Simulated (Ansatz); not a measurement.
A run of Ansatz 0.2.0 is set up as follows.

input.yaml

```yaml
crystal:
  lattice:
    - [0.0, 2.1839935596, 2.1839935596]
    - [2.1839935596, 0.0, 2.1839935596]
    - [2.1839935596, 2.1839935596, 0.0]
  atoms:
    - { symbol: Al, position: [0.0, 0.0, 0.0] }
    - { symbol: "N", position: [0.25, 0.25, 0.25] }
kpoints:
  mp_grid: { grid: [10, 10, 10] }
scf:
  occupations: { method: gaussian, width: 0.027 }
hamiltonian:
  xc: pbe
  pseudopotentials: { kind: all_electron, lapw: { basis_error: 0.001 } }
output:
  forces: true
  stress: true
  eigenvalues: true
```

Potentials or basis: all-electron LAPW, scalar-relativistic.

The run is started by

```bash
$ ansatz run input.yaml --threads 1 --pin off --max-ram 3072MiB --backend cpu --events-out ev --progress --plain --runs-dir out
```

(1) What does it give for the pressure?

(2) Predict the band gap on the k mesh.

Results:

(1) 4.8 GPa.

(2) 3.32 eV, indirect (least direct gap 4.19 eV).
